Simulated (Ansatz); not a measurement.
## Phonon spectrum of Ta at 0.98 times its equilibrium volume

The calculation used Ansatz, DFT PBE, scalar-relativistic, plane waves, PAW. Cutoff 420 eV, 20×20×20 k-points (Γ-centred), Fermi-Dirac smearing of 0.15 eV. No spin polarisation. Phonons by linear response, acoustic sum rule imposed.

The cell, relaxed in shape and atoms at 0.98 times its equilibrium volume:
```xyz
1
Lattice="-1.6498 1.6498 1.6498 1.6498 -1.6498 1.6498 1.6498 1.6498 -1.6498" Properties=species:S:1:pos:R:3 pbc="T T T"
Ta    0.0000    0.0000    0.0000
```

In a metal, frequencies and elastic constants depend on the k mesh and the smearing, soft modes and shear constants most. Some empty bands missed the eigensolver's threshold. Spin–orbit coupling is left out, which matters for heavy elements. The q mesh is coarse, so values between its points are rough.

Force constants from linear response on a 2×2×2 q mesh.

Task: Is the structure dynamically stable on this mesh?

Result: Yes, on this mesh: no mode is imaginary.

Task: Give the frequencies (cm⁻¹; i marks imaginary ones) at the irreducible q points, in fractions of the reciprocal vectors.

Result:
| q | star | frequencies |
| --- | --- | --- |
| 0.000 0.000 0.000 | 1 | 0 0 0 |
| 0.000 0.000 -0.500 | 6 | 91 146 149 |
| -0.500 -0.500 -0.500 | 1 | 170 170 170 |

Cost: 1 run of about 1 core-minutes, on AMD EPYC 7R43 (Zen 3) (shared hosts).